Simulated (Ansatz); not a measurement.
PtSe2: Pt interstitial

The calculation used DFT PBE, scalar-relativistic, plane waves, PAW in Ansatz. (420 eV cutoff, 2×2×2 k-mesh, shifted by half a step, Gaussian smearing of 0.01 eV, collinear spin in charge +1 alone)

Host crystal, relaxed:

```
Pt Se
1.0
     3.75156    0.00000    0.00000
    -1.87578    3.24895    0.00000
     0.00000    0.00000    6.50133
Pt Se
1 2
Direct
  0.00000 0.00000 0.00000
  0.66667 0.33333 0.79903
  0.33333 0.66667 0.20097
```

Supercell of 27 atoms, rows in host cell vectors: -2 -1 1; 1 -1 1; 1 2 1. Atoms relax at the host's cell from a start displaced at random by 0.06 Å near the defect, so other minima may exist. The cell is small, so energies carry finite-size errors of tenths of an eV. The host's Kohn–Sham gap is 0.82 eV.

Spin-orbit coupling is left out, which matters for the bands and energies of heavy elements. Starting moments were lost in some runs.

Defect: Pt interstitial, charge 0.

Command:

```bash
ansatz run input.yaml --threads 4 --pin off --max-ram 10240MiB --backend cpu --events-out ev --progress --plain --runs-dir out
```

The input:

```yaml
crystal:
  lattice:
    - [-5.6273392766, -3.2489458462, 6.5013337589]
    - [5.6273392766, -3.2489458462, 6.5013337589]
    - [0.0, 6.4978916924, 6.5013337589]
  atoms:
    - { symbol: Pt, position: [0.6666666667, 0.3333333333, 0.0] }
    - { symbol: Pt, position: [0.6666666667, 0.0, 0.3333333333] }
    - { symbol: Pt, position: [0.3333333333, 0.6666666667, 0.0] }
    - { symbol: Pt, position: [0.9926369486, 1.0077169784, 0.0007894437] }
    - { symbol: Pt, position: [0.3278368815, 0.328790765, 0.3292245616] }
    - { symbol: Pt, position: [0.6666666667, 0.6666666667, 0.6666666667] }
    - { symbol: Pt, position: [0.3333333333, 0.0, 0.6666666667] }
    - { symbol: Pt, position: [1.0, 0.6666666667, 0.3333333333] }
    - { symbol: Pt, position: [1.0, 0.3333333333, 0.6666666667] }
    - { symbol: Se, position: [0.7107880402, 0.7107880402, 0.3774547068] }
    - { symbol: Se, position: [0.7107880402, 0.3774547068, 0.7107880402] }
    - { symbol: Se, position: [0.380890167, 0.0413541769, 0.3717080674] }
    - { symbol: Se, position: [0.0563612281, 0.3721569894, 0.3675670814] }
    - { symbol: Se, position: [0.3774547068, 0.7107880402, 0.7107880402] }
    - { symbol: Se, position: [0.7107880402, 0.0441213735, 0.0441213735] }
    - { symbol: Se, position: [0.3706949225, 0.3790697653, 0.0403358056] }
    - { symbol: Se, position: [0.0441213735, 0.0441213735, 0.7107880402] }
    - { symbol: Se, position: [0.0441213735, 0.7107880402, 0.0441213735] }
    - { symbol: Se, position: [0.6225452932, 0.2892119598, 0.2892119598] }
    - { symbol: Se, position: [0.6225452932, 0.9558786265, 0.6225452932] }
    - { symbol: Se, position: [0.2892119598, 0.6225452932, 0.2892119598] }
    - { symbol: Se, position: [0.9551291316, 0.9615792335, 0.2908852926] }
    - { symbol: Se, position: [0.2892119598, 0.2892119598, 0.6225452932] }
    - { symbol: Se, position: [0.6225452932, 0.6225452932, 0.9558786265] }
    - { symbol: Se, position: [0.2857173139, 0.9568380944, 0.9583899631] }
    - { symbol: Se, position: [0.9558786265, 0.6225452932, 0.6225452932] }
    - { symbol: Se, position: [0.9671773659, 0.2967044034, 0.9491772453] }
    - { symbol: Pt, position: [0.1637097677, 0.1638683198, 0.1707966107] }
  host:
    lattice:
      - [3.7515595178, 0.0, 0.0]
      - [-1.8757797589, 3.2489458462, 0.0]
      - [0.0, 0.0, 6.5013337589]
    atoms:
      - { symbol: Pt, position: [0.0, 0.0, 0.0] }
      - { symbol: Se, position: [0.6666666667, 0.3333333333, 0.7990307871] }
      - { symbol: Se, position: [0.3333333333, 0.6666666667, 0.2009692129] }
basis:
  ecutwfc: 420
  xc_grid: 2
kpoints:
  mp_grid: { grid: [2, 2, 2], shift: [0.5, 0.5, 0.5] }
hamiltonian:
  xc: pbe
scf:
  occupations: { method: gaussian, width: 0.01 }
output:
  forces: true
  stress: false
  eigenvalues: true
  charged_corrections:
    defect_position: [0.16666667, 0.16666667, 0.16666667]
    epsilon: [[17.6831, 0.0, 0.0], [0.0, 17.6831, 0.0], [0.0, 0.0, 5.238]]
  write_density: true
  write_potential: true
  elf: true
  volumetric_format: npy
relax:
  adjacent_minimum: "off"
  f_tol: 0.025
  max_steps: 45
```

From the output:

```
Warning: RAYON_NUM_THREADS=4 ignored (pool sized by the plan → 4); use --threads N
Crystal: 28 atoms, lattice volume = 713.180 Å³
Basis set: ecut = 420 eV, 14013 PW (Γ), exchange–correlation on 128×128×128 points (8 copies of the dense FFT grid, shifted against one another)
Bands: 281, of which v1, the nominal top of the filled ones, is band 234 counted from 1 (233 counted from 0)
Symmetry: 1 space group operations
Space group: P1 (ITA 1), of the structure as read, at distance tolerance 8.9e-5 Å
k-points: 4 of 8 (time reversal used)
relax step   1: F+E_penalty+E_count = -223682.43048415 eV  Δ(F+E_penalty+E_count) = +0.000e0 eV  max|allowed force component| = 2.095e0 eV/Å  Δτ_max = 0.0000 Å
relax step   2: F+E_penalty+E_count = -223682.75927284 eV  Δ(F+E_penalty+E_count) = -3.288e-1 eV  max|allowed force component| = 1.068e0 eV/Å  Δτ_max = 0.1925 Å
relax step   3: F+E_penalty+E_count = -223682.99774511 eV  Δ(F+E_penalty+E_count) = -2.385e-1 eV  max|allowed force component| = 2.327e-1 eV/Å  Δτ_max = 0.2000 Å
relax step   4: F+E_penalty+E_count = -223683.05307141 eV  Δ(F+E_penalty+E_count) = -5.533e-2 eV  max|allowed force component| = 3.012e-1 eV/Å  Δτ_max = 0.2000 Å
relax step   5: F+E_penalty+E_count = -223683.10874763 eV  Δ(F+E_penalty+E_count) = -5.568e-2 eV  max|allowed force component| = 2.347e-1 eV/Å  Δτ_max = 0.2000 Å
relax step   6: F+E_penalty+E_count = -223683.15090666 eV  Δ(F+E_penalty+E_count) = -4.216e-2 eV  max|allowed force component| = 3.045e-1 eV/Å  Δτ_max = 0.1980 Å
relax step   7: F+E_penalty+E_count = -223683.18866908 eV  Δ(F+E_penalty+E_count) = -3.776e-2 eV  max|allowed force component| = 3.765e-1 eV/Å  Δτ_max = 0.1941 Å
relax step   8: F+E_penalty+E_count = -223683.25660959 eV  Δ(F+E_penalty+E_count) = -6.794e-2 eV  max|allowed force component| = 3.084e-1 eV/Å  Δτ_max = 0.1050 Å
relax step   9: F+E_penalty+E_count = -223683.26683151 eV  Δ(F+E_penalty+E_count) = -1.022e-2 eV  max|allowed force component| = 3.053e-1 eV/Å  Δτ_max = 0.1929 Å
relax step  10: F+E_penalty+E_count = -223683.30513253 eV  Δ(F+E_penalty+E_count) = -3.830e-2 eV  max|allowed force component| = 8.138e-2 eV/Å  Δτ_max = 0.0710 Å
relax step  11: F+E_penalty+E_count = -223683.30836341 eV  Δ(F+E_penalty+E_count) = -3.231e-3 eV  max|allowed force component| = 1.908e-2 eV/Å  Δτ_max = 0.0306 Å
SCF converged after 9 iterations
Free energy (F): -223683.308363 eV
E sigma→0 (E₀):  -223683.308363 eV
Fermi energy:    9.533334 eV
```

The relaxation gained 0.88 eV in 11 steps. The run took 8.7 min on 4 threads of Arm Neoverse V2, on a shared host, peak memory 3.7 GiB.